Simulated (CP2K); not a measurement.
**Se in CP2K: convergence with k mesh**

Input of the first run (k mesh 2 × 2 × 2); the others differ in this setting and in those tied to it:

File se_converge.inp:

```
&GLOBAL
  PROJECT se_converge
  RUN_TYPE ENERGY_FORCE
  PRINT_LEVEL LOW
&END GLOBAL
&FORCE_EVAL
  METHOD QS
  STRESS_TENSOR ANALYTICAL
  &DFT
    BASIS_SET_FILE_NAME BASIS_MOLOPT
    POTENTIAL_FILE_NAME GTH_POTENTIALS
    &MGRID
      CUTOFF 450
      REL_CUTOFF 60
      NGRIDS 4
    &END MGRID
    &QS
      METHOD GPW
      EPS_DEFAULT 1.0E-10
    &END QS
    &KPOINTS
      SCHEME MONKHORST-PACK 2 2 2
      GAMMA_CENTERED T
      SYMMETRY T
      SYMMETRY_BACKEND SPGLIB
    &END KPOINTS
    &SCF
      SCF_GUESS ATOMIC
      EPS_SCF 1.0E-6
      MAX_SCF 100
      ADDED_MOS 12
      CHOLESKY OFF
      EPS_EIGVAL 1.0E-7
      &DIAGONALIZATION ON
        ALGORITHM STANDARD
      &END DIAGONALIZATION
      &MIXING ON
        METHOD BROYDEN_MIXING
        ALPHA 0.4
        BETA 1.5
        NBUFFER 8
      &END MIXING
      &SMEAR ON
        METHOD FERMI_DIRAC
        ELECTRONIC_TEMPERATURE [K] 580.226
      &END SMEAR
    &END SCF
    &XC
      &XC_FUNCTIONAL
        &LDA_X
        &END LDA_X
        &LDA_C_PW
        &END LDA_C_PW
      &END XC_FUNCTIONAL
    &END XC
    &PRINT
      &KPOINTS ON
      &END KPOINTS
      &MULLIKEN ON
      &END MULLIKEN
      &MO ON
        ENERGIES T
        OCCUPATION_NUMBERS T
        &EACH
          QS_SCF 0
        &END EACH
        ADD_LAST NUMERIC
      &END MO
    &END PRINT
  &END DFT
  &SUBSYS
    &CELL
      ABC 4.3551700000 4.3551700000 4.9494500000
      ALPHA_BETA_GAMMA 90.0000000000 90.0000000000 120.0000000000
      PERIODIC XYZ
    &END CELL
    &COORD
      SCALED
      Se  0.7830000000 0.7830000000 0.5000000000
      Se  0.0000000000 0.2170000000 0.8333333333
      Se  0.2170000000 0.0000000000 0.1666666667
    &END COORD
    &KIND Se
      BASIS_SET DZVP-MOLOPT-SR-GTH-q6
      POTENTIAL GTH-PADE-q6
    &END KIND
    &PRINT
      &ATOMIC_COORDINATES ON
      &END ATOMIC_COORDINATES
      &CELL ON
      &END CELL
    &END PRINT
  &END SUBSYS
  &PRINT
    &FORCES ON
    &END FORCES
    &STRESS_TENSOR ON
    &END STRESS_TENSOR
  &END PRINT
&END FORCE_EVAL
```

Potentials or basis: GTH_POTENTIALS Se GTH-PADE-q6; DZVP-MOLOPT-SR-GTH basis.

Run with:

```console
$ OMP_NUM_THREADS=1 cp2k.psmp -i se_converge.inp -o se_converge.out
```

Hardware: 1 thread of Intel(R) Xeon(R) Platinum 8259CL CPU @ 2.50GHz (Skylake/Cascade Lake), with other jobs on the host.

```tsv
k mesh	energy less the tightest run, at zero smearing (meV/atom)	pressure (GPa)	largest force (eV/Å)	gap on the mesh (eV)	SCF cycles	CPU time (s)	peak memory (GiB)
2 × 2 × 2	56.82	2.29	1.186	1.203	11	12	0.34
3 × 3 × 2	44.35	2.57	1.322	1.064	11	14	0.33
4 × 4 × 3	-1.06	2.18	1.100	1.674	11	19	0.33
5 × 5 × 4	0.73	2.17	1.128	1.189	11	17	0.34
6 × 6 × 5	0.04	2.16	1.124	1.362	11	16	0.34
7 × 7 × 6	0.00	2.16	1.125	1.085	11	20	0.34
9 × 9 × 7	0.00	2.16	1.125	1.120	11	23	0.34
```

Against the tightest run, the energy stays within 1 meV/atom from 5 × 5 × 4 on; the pressure stays within 0.1 GPa from 4 × 4 × 3 on; the largest force stays within 0.005 eV/Å from 5 × 5 × 4 on. Not settled before the last step: the gap on the mesh (to 0.01 eV). Meshes of other sizes hit other points, so gaps and Fermi surfaces needn't settle smoothly. The tightest run that finished is the yardstick and may itself not be fully converged.

Caveat, for the tightest run too: an odd mesh through Γ misses points on the zone boundary, where band edges often lie; the basis of atomic orbitals isn't converged, which shifts pressures, moduli and gaps; forces of over 1 eV/Å show positions far from the minimum, so gaps and moduli don't describe the material at rest.
